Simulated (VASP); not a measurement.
# InSe (Fm-3m) in VASP: a series of runs

One crystal, InSe, is run at these levels: PBE+D3(BJ), r2SCAN+D3(BJ); tasks: single point.

Everything below comes from runs of VASP 6.6.1. Logs are shortened: lines on timing, memory, paths and dates and some standing lists are left out, and cuts for length are marked.

### 1 The crystal as given

Symmetry: Fm-3m, No. 225, cubic system. Conventional cell: a = 5.904 Å, b = 5.904 Å, c = 5.904 Å, α = 90.00°, β = 90.00°, γ = 90.00°. Around In (site symmetry m-3m) lie 6 Se at 2.95 Å. Se (site symmetry m-3m) has 6 In at 2.95 Å as nearest neighbours.

The cell was built by a generator and needn't be a form met in nature.

### 2 Single point, PBE+D3(BJ)

INCAR reads:

```
SYSTEM = InSe
ALGO = Fast
EDIFF = 1E-6
ENCUT = 520
GGA = PE
ISIF = 2
ISMEAR = 0
IVDW = 12
LASPH = .True.
LCHARG = .False.
LREAL = .False.
LWAVE = .False.
NBANDS = 16
NELM = 60
PREC = Accurate
SIGMA = 0.05
```

KPOINTS reads:

```
k-points
0
Gamma
  6 6 6
  0 0 0
```

POSCAR reads:

```
InSe
1.0
    0.0000000000      2.9521510900      2.9521510900
    2.9521510900      0.0000000000      2.9521510900
    2.9521510900      2.9521510900      0.0000000000
In Se
1 1
Direct
    0.0000000000      0.0000000000      0.0000000000
    0.5000000000      0.5000000000      0.5000000000
```

Potentials or basis: VASP PAW PBE potentials, release 64 (In_d, Se).

Started as:

```console
cat potpaw_PBE.64/In_d/POTCAR potpaw_PBE.64/Se/POTCAR > POTCAR
mpirun -np 1 vasp_std > vasp.out
```

OUTCAR:

```text
SYSTEM = InSe
   EDIFF = 1E-6
   ENCUT = 520
   GGA = PE
   ISIF = 2
   ISMEAR = 0
   IVDW = 12
   LASPH = .True.
   LREAL = .False.
   NELM = 60
   PREC = Accurate
 IVDW          = 12

 ion  position               nearest neighbor table
   1  0.000  0.000  0.000-   2 2.95   2 2.95   2 2.95   2 2.95   2 2.95   2 2.95
   2  0.500  0.500  0.500-   1 2.95   1 2.95   1 2.95   1 2.95   1 2.95   1 2.95

  LATTYP: Found a face centered cubic cell.
 ALAT       =     5.9043021800

  Lattice vectors:

 A1 = (   0.0000000000,   2.9521510900,   2.9521510900)
 A2 = (   2.9521510900,   0.0000000000,   2.9521510900)
 A3 = (   2.9521510900,   2.9521510900,   0.0000000000)

Analysis of symmetry for initial positions (statically):
=====================================================================
 Subroutine PRICEL returns:
 Original cell was already a primitive cell.

 Routine SETGRP: Setting up the symmetry group for a
 face centered cubic supercell.

 Subroutine GETGRP returns: Found 48 space group operations
 (whereof 48 operations were pure point group operations)
 out of a pool of 48 trial point group operations.

The static configuration has the point symmetry O_h .

Analysis of symmetry for dynamics (positions and initial velocities):
=====================================================================
 Subroutine PRICEL returns:
 Original cell was already a primitive cell.

 Routine SETGRP: Setting up the symmetry group for a
 face centered cubic supercell.

 Subroutine GETGRP returns: Found 48 space group operations
 (whereof 48 operations were pure point group operations)
 out of a pool of 48 trial point group operations.

The dynamic configuration has the point symmetry O_h .

 Subroutine INISYM returns: Found 48 space group operations
 (whereof 48 operations are pure point group operations),
 and found     1 'primitive' translations

----------------------------------------------------------------------------------------

                                     Primitive cell

  volume of cell :      51.4572

  direct lattice vectors                    reciprocal lattice vectors
     0.000000000  2.952151090  2.952151090    -0.169368025  0.169368025  0.169368025
     2.952151090  0.000000000  2.952151090     0.169368025 -0.169368025  0.169368025
     2.952151090  2.952151090  0.000000000     0.169368025  0.169368025 -0.169368025

  length of vectors
     4.174972110  4.174972110  4.174972110     0.293354025  0.293354025  0.293354025

  position of ions in fractional coordinates (direct lattice)
     0.000000000  0.000000000  0.000000000
[... 72 lines left out ...]
   NSW    =      0    number of steps for IOM
   IBRION =     -1    ionic relax: 0-MD 1-quasi-New 2-CG
   NFREE  =      0    steps in history (QN), initial steepest desc. (CG)
   ISIF   =      2    stress and relaxation
   ISYM   =      2    0-nonsym 1-usesym 2-fastsym
   POTIM  = 0.5000    time-step for ionic-motion
   TEBEG  =    0.0;   TEEND  =   0.0 temperature during run
   PSTRESS=    0.0 pullay stress
   NELECT =      19.0000    total number of electrons
   NUPDOWN=      -1.0000    fix difference up-down
   EMIN   =  10.00;   EMAX   =-10.00  energy-range for DOS
   EFERMI =   0.00;   METHOD = LEGACY
   ISMEAR =     0;   SIGMA  =   0.05  broadening in eV -4-tet -1-fermi 0-gaus
   EFERMI_NEDOS =   21; number of points for ismear=-14 and -15
   IALGO  =     68    algorithm
   IMIX   =      4    mixing-type and parameters
     AMIX     =   0.40;   BMIX     =  1.00
     AMIX_MAG =   1.60;   BMIX_MAG =  1.00
  volume/ion in A,a.u.               =      25.73       173.62
  Fermi-wavevector in a.u.,A,eV,Ry     =   1.174476  2.219438 18.767791  1.379394
  Thomas-Fermi vector in A             =   2.310872
   LORBIT       =      0    0 simple, 1 ext, 2 COOP (PROOUT), +10 PAW based schemes
   GGA     = PE    functional components
   LHFCALC =     F    Hartree Fock is set to
   AEXX    =    0.0000 exact exchange contribution
   IVDW    =    12    specifies the selected vdW correction
   LEPSILON=     F    determine dielectric tensor
   LRPA    =     F    only Hartree local field effects (RPA)
 non-spin polarized calculation
 RMM-DIIS sequential band-by-band and
 Gauss-broadening in eV      SIGMA  =   0.05
  energy-cutoff  :      520.00
  volume of cell :       51.46
 maximum number of plane-waves:      1411
   NGX = 15   NGY = 15   NGZ = 15

 number of electron      19.0000007 magnetization

 Free energy of the ion-electron system (eV)
  ---------------------------------------------------
  ext. energy  EPLUGINS =         0.00000000
  ---------------------------------------------------
  free energy    TOTEN  =        -6.88621477 eV

  energy without entropy =       -6.88278995  energy(sigma->0) =       -6.88450236

 E-fermi :   5.7374     XC(G=0):  -9.7103

 val. band max:        5.7356402934   @ k =   0.3333   0.1667   0.0000
 cond. band min:       5.8689209347   @ k =   0.5000   0.1667   0.0000
 fundamental gap:      0.1332806412
 Fermi energy:         5.7373981779

 k-point     1 :       0.0000    0.0000    0.0000
  band No.  band energies     occupation
      1      -8.9529      2.00000
      2      -8.9529      2.00000
      3      -8.9452      2.00000
      4      -8.9452      2.00000
      5      -8.9452      2.00000
      6      -8.2818      2.00000
[... 281 lines left out ...]
      3      -8.9499      2.00000
      4      -8.9086      2.00000
      5      -8.8851      2.00000
      6      -6.7526      2.00000
[... 8 lines left out ...]
     15      15.8874      0.00000
     16      18.0853      0.00000

------------------------ aborting loop because EDIFF is reached ----------------------------------------

 Edisp (eV)   -0.68640

 E8    (eV) :    -0.3144

  FORCE on cell =-STRESS in cart. coord.  units (eV):
  Direction    XX          YY          ZZ          XY          YZ          ZX
  --------------------------------------------------------------------------------------
  -------------------------------------------------------------------------------------
  Total      -0.39154    -0.39154    -0.39154    -0.00000    -0.00000     0.00000
  in kB     -12.19102   -12.19102   -12.19102    -0.00000    -0.00000     0.00000
  external pressure =      -12.19 kB  Pullay stress =        0.00 kB

 VOLUME and BASIS-vectors are now :
 -----------------------------------------------------------------------------
  energy-cutoff  :      520.00
  volume of cell :       51.46
      direct lattice vectors                 reciprocal lattice vectors
     0.000000000  2.952151090  2.952151090    -0.169368025  0.169368025  0.169368025
     2.952151090  0.000000000  2.952151090     0.169368025 -0.169368025  0.169368025
     2.952151090  2.952151090  0.000000000     0.169368025  0.169368025 -0.169368025

 POSITION                                       TOTAL-FORCE (eV/Angst)
 -----------------------------------------------------------------------------------
      0.00000      0.00000      0.00000        -0.000000     -0.000000      0.000000
      2.95215      2.95215      2.95215         0.000000      0.000000     -0.000000
 -----------------------------------------------------------------------------------
    total drift:                                0.000000     -0.000000     -0.000000

  FREE ENERGIE OF THE ION-ELECTRON SYSTEM (eV)
  ---------------------------------------------------
  free  energy   TOTEN  =        -7.5726121813 eV

  energy  without entropy=       -7.5691873656  energy(sigma->0) =       -7.57089977
```

OSZICAR:

```text
N       E                     dE             d eps       ncg     rms          rms(c)
DAV:   1     0.125332112483E+03    0.12533E+03   -0.86496E+03   512   0.128E+03
DAV:   2     0.199427677401E+01   -0.12334E+03   -0.11951E+03   552   0.315E+02
DAV:   3    -0.684821975592E+01   -0.88425E+01   -0.87794E+01   632   0.805E+01
DAV:   4    -0.705806728302E+01   -0.20985E+00   -0.20977E+00   648   0.136E+01
DAV:   5    -0.706856997057E+01   -0.10503E-01   -0.10503E-01   760   0.264E+00    0.374E+00
RMM:   6    -0.689179081467E+01    0.17678E+00   -0.19854E-01   597   0.379E+00    0.214E+00
RMM:   7    -0.688562623902E+01    0.61646E-02   -0.10242E-01   600   0.159E+00    0.865E-01
RMM:   8    -0.688603147274E+01   -0.40523E-03   -0.97326E-03   638   0.147E+00    0.104E-01
RMM:   9    -0.688612868917E+01   -0.97216E-04   -0.31485E-03   650   0.488E-01    0.564E-02
RMM:  10    -0.688618445901E+01   -0.55770E-04   -0.57352E-04   725   0.303E-01    0.486E-02
RMM:  11    -0.688621016733E+01   -0.25708E-04   -0.16741E-04   690   0.147E-01    0.225E-02
RMM:  12    -0.688621161885E+01   -0.14515E-05   -0.65538E-05   727   0.113E-01    0.156E-02
RMM:  13    -0.688621461056E+01   -0.29917E-05   -0.30391E-05   718   0.498E-02    0.256E-02
RMM:  14    -0.688621476608E+01   -0.15553E-06   -0.48957E-06   443   0.195E-02
   1 F= -.75726122E+01 E0= -.75708998E+01  d E =-.342482E-02
```

stdout:

```text
POSCAR found type information on POSCAR InSe
 POSCAR found :  2 types and       2 ions
 scaLAPACK will be used
 LDA part: xc-table for (Slater+PW92), standard interpolation
 POSCAR, INCAR and KPOINTS ok, starting setup
 FFT: planning ... GRIDC
 FFT: planning ... GRID_SOFT
 FFT: planning ... GRID
 WAVECAR not read
 entering main loop
```

Run time: 14 s. Hardware: 1 thread of Intel Xeon Platinum 8488C (Sapphire Rapids), shared host; peak memory 0.18 GiB.

What came out:

```
Free energy                : -7.5726 eV
Pressure                   : -1.2 GPa
Band gap on the k mesh     : none (metal or under the smearing width)
Dispersion energy per atom : -0.343 eV
```

Levels at points of the mesh, in eV from the Fermi level:
| k point | band 6 | band 7 | band 8 | band 9 | band 10 | band 11 | band 12 | band 13 | band 14 | band 15 |
| --- | --- | --- | --- | --- | --- | --- | --- | --- | --- | --- |
| (0.00, 0.00, 0.00) | -14.02 | -3.04 | -2.10 | -2.10 | -2.10 | 6.33 | 6.33 | 6.33 | 6.47 | 6.47 |
| (0.50, 0.00, 0.00) | -13.17 | -6.97 | -1.85 | -1.85 | 0.90 | 2.38 | 2.68 | 2.68 | 8.95 | 10.72 |
| (0.50, 0.50, 0.00) | -12.43 | -5.39 | -3.71 | -3.49 | -3.49 | 3.47 | 7.10 | 7.10 | 7.13 | 11.55 |

Caveat: pairwise dispersion overbinds metals, which lowers pressure and volume.

### 3 Single point, r2SCAN+D3(BJ)

This run uses another cell than the first one, of 20.80 Å³/atom, 0.808 times its volume.

POSCAR reads:

```
InSe
1.0
    0.0000000000      2.7501892977      2.7501892977
    2.7501892977      0.0000000000      2.7501892977
    2.7501892977      2.7501892977      0.0000000000
In Se
1 1
Direct
    0.0000000000      0.0000000000      0.0000000000
    0.5000000000      0.5000000000      0.5000000000
```

INCAR.step1 reads:

```
SYSTEM = InSe
PREC = Accurate ; ENCUT = 520
ISMEAR = 0 ; SIGMA = 0.05
LREAL = .FALSE. ; LASPH = .TRUE.
NELM = 60 ; NBANDS = 16
GGA = PE ; ALGO = Normal
EDIFF = 1E-4 ; LWAVE = .TRUE.
LCHARG = .FALSE.
```

INCAR.step2 reads:

```
SYSTEM = InSe
PREC = Accurate ; ENCUT = 520
EDIFF = 1E-6 ; ISMEAR = 0
SIGMA = 0.05 ; LREAL = .FALSE.
LASPH = .TRUE. ; NELM = 60
ALGO = Normal ; ISIF = 2
LWAVE = .FALSE. ; LCHARG = .TRUE.
METAGGA = R2SCAN ; LMIXTAU = .TRUE.
IVDW = 12 ; VDW_S6 = 1.0
VDW_S8 = 0.78981345 ; VDW_A1 = 0.49484001
VDW_A2 = 5.73083694 ; LELF = .TRUE.
LVHAR = .TRUE. ; NBANDS = 16
ISTART = 1
```

KPOINTS reads:

```
regular mesh
0
G
  14 14 14
  0 0 0
```

Potentials or basis: VASP PAW PBE potentials, release 64 (In_d, Se).

Started as:

```console
cat potpaw_PBE.64/In_d/POTCAR potpaw_PBE.64/Se/POTCAR > POTCAR
cp INCAR.step1 INCAR
mpirun -np 1 vasp_std > vasp.out
cp INCAR.step2 INCAR
mpirun -np 1 vasp_std > vasp.out
```

Wall time 4 min (1 thread of Intel Xeon Platinum 8488C (Sapphire Rapids), shared host); peak memory 0.22 GiB.

It converged, with:

* Free energy: -37.9653 eV
* Pressure: 15.6 GPa
* Band gap on the k mesh: none (metal or under the smearing width)
* Dispersion energy per atom: -0.201 eV

Levels at points of the mesh, in eV from the Fermi level:
```
           k point  band 8  band 9  band 10  band 11  band 12  band 13
(0.00, 0.00, 0.00)   -3.35   -3.35    -2.33     6.27     6.27     6.27
(0.50, 0.00, 0.00)   -2.88   -2.88     0.58     2.26     2.26     3.61
(0.50, 0.50, 0.00)   -5.24   -5.24    -4.22     2.68     8.64     8.64
```

Caveat: so large a pressure means that the cell lies far from this level's equilibrium, or that cutoff or potentials fall short; the potentials were made for another functional, which shifts forces and pressure; pairwise dispersion overbinds metals, which lowers pressure and volume.
